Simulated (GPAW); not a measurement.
Wanted: an ASE script for a GPAW 26.7.0 run.

```
Task                : relaxation of cell and atoms
Functional          : PBE
Dispersion          : D4
Potentials or basis : GPAW PAW data sets (gpaw-data 1.2.1)
Cutoff              : 800 eV
Basis               : pw
k mesh              : 10 × 10 × 10
Occupations         : fermi-dirac, width 0.05 eV
Spin                : no spin polarisation
Target pressure     : 10 GPa
Maxiter             : 150
Optimizer           : LBFGS
Fmax                : 0.05 eV/Å
Max steps           : 100
Target pressure     : 10 GPa
Convergence         : density=1e-05 forces=0.0001
```

The structure of BAs lies in POSCAR:

```
BAs
1.0
    0.0000000000      2.3885000000      2.3885000000
    2.3885000000      0.0000000000      2.3885000000
    2.3885000000      2.3885000000      0.0000000000
As B
1 1
Direct
    0.7500000000      0.7500000000      0.7500000000
    0.0000000000      0.0000000000      0.0000000000
```

These files were run (other wordings do the same):

run.py

```python
from ase.calculators.mixing import SumCalculator
from ase.filters import FrechetCellFilter
from ase.io import read, write
from ase.optimize import LBFGS
from ase.units import GPa
from dftd4.ase import DFTD4
from gpaw import GPAW, PW

atoms = read('POSCAR')

calc = GPAW(mode=PW(800),
            xc='PBE',
            kpts={'size': (10, 10, 10), 'gamma': True},
            occupations={'name': 'fermi-dirac', 'width': 0.05},
            nbands=11,
            convergence={'density': 1e-05, 'forces': 0.0001},
            maxiter=150,
            txt='gpaw.txt')
atoms.calc = SumCalculator([calc, DFTD4(method='pbe')])
opt = LBFGS(FrechetCellFilter(atoms, scalar_pressure=10 * GPa), trajectory='relax.traj', logfile='-')
done = opt.run(fmax=0.05, steps=100)
calc.write('gs.gpw')
write('result.traj', atoms)
print('Converged:', done)
print('Cell:', atoms.cell.cellpar().round(4))
print('Volume:', round(atoms.get_volume(), 4))
print(atoms.get_scaled_positions().round(5))
```

Potentials or basis: GPAW PAW data sets (gpaw-data 1.2.1), pw.

The run is started by

```console
$ OMP_NUM_THREADS=1 python run.py
```

Results of the run:

| Quantity | Value |
| --- | --- |
| Relaxed volume | 12.71 Å³/atom |
| Relaxed cell | a = 3.300 Å, b = 3.300 Å, c = 3.300 Å, α = 60.00°, β = 60.00°, γ = 60.00° |
| Space group after relaxing (to 0.05 Å) | F-43m (No. 216) |
| Energy change on relaxing (the enthalpy is what falls) | +24.2 meV/atom |
| Ionic steps | 4 |
| Pressure after relaxing | 10.0 GPa |
| Band gap on the k mesh | 1.11 eV, indirect (least direct gap 3.39 eV) |
| Dispersion energy per atom | -0.403 eV |

Caveat: later steps reuse the first step's grids.

Run time: 97 s on 1 thread of Arm Neoverse V2, on a shared host, peak memory 0.31 GiB.
